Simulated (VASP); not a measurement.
Wanted: the native input for a VASP 6.6.1 run.

```
Task                   : single point
Functional             : PBEsol
Potentials or basis    : VASP PAW PBE potentials, release 64 (H)
Cutoff                 : 520 eV
k mesh                 : 12 × 12 × 30
Occupations            : gaussian, width 0.05 eV
Spin                   : no spin polarisation
Dipole correction      : no
Further INCAR settings : ALGO = Normal; EDIFF = 1e-06; NBANDS = 6
```

The structure of H lies in POSCAR:

```
H
1.0
    2.7971366873      0.0000000000      0.0000000000
    0.0000000000      2.7971366873      0.0000000000
    0.0000000000      0.0000000000      0.8798130765
H
1
Direct
    0.0000000000      0.0000000000      0.5000000000
```

The input as run:

INCAR

```
  PREC = Accurate
  ENCUT = 520
  EDIFF = 1E-6
  ISMEAR = 0
  SIGMA = 0.05
  LREAL = F
  LASPH = T
  NELM = 80
  ALGO = Normal
  ISIF = 2
  LWAVE = F
  LCHARG = F
  GGA = PS
  NBANDS = 6
```

KPOINTS

```
Automatic mesh
0
Gamma
  12 12 30
```

Potentials or basis: VASP PAW PBE potentials, release 64 (H).

Run with:

```bash
$ cat potpaw_PBE.64/H/POTCAR > POTCAR
$ mpirun -np 1 vasp_std > vasp.out
```

It gave:

* Pressure: 14.7 GPa
* Band gap on the k mesh: none (metal or under the smearing width)

Caveat: the PAW data sets were made with another functional, which shifts forces and pressure a little.

Wall time 8.5 s on 1 thread of Intel(R) Xeon(R) Platinum 8488C (Sapphire Rapids), on a shared host, peak memory 0.11 GiB.
